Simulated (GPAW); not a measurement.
Au: equation of state with PBE

Crystal: Au.

```
Au
1.0
     1.41131   -2.55593    0.00000
     1.41131    2.55593    0.00000
     0.00000    0.00000    4.89317
Au
2
Direct
  0.33467 0.66533 0.25000
  0.66533 0.33467 0.75000
```

This isn't the form of Au at room conditions, which is fcc.

```
Program             : GPAW 26.7.0
Task                : equation of state
Functional          : PBE
Potentials or basis : GPAW PAW data sets (gpaw-data 1.2.1)
Cutoff              : 600 eV
Basis               : pw
k mesh              : 11 × 11 × 6
Occupations         : fermi-dirac, width 0.05 eV
Spin                : no spin polarisation
```

The equilibrium volume is 18.28 Å³/atom. The bulk modulus at fixed shape and positions is 135 GPa. The pressure derivative of the bulk modulus is 6.0.

Energy against volume, from the lowest point:
| volume (Å³/atom) | energy (meV/atom) |
| --- | --- |
| 16.592 | 82.45 |
| 16.945 | 49.04 |
| 17.298 | 25.22 |
| 17.651 | 9.79 |
| 18.004 | 1.69 |
| 18.357 | 0.00 |
| 18.710 | 3.93 |

Wall time 16 min on 1 thread of Intel(R) Xeon(R) Processor @ 2.70GHz, on a shared host, peak memory 0.31 GiB.

Caveat: with this Au data set, volumes or pressures lay over 1.5 % or 2 GPa off other programs in two to four cells of ten; the cell was scaled at fixed shape and fractional positions, which overstates the stiffness of a crystal with free parameters, most of all of layers and chains. Spin-orbit coupling is left out, which matters for the levels of Au.
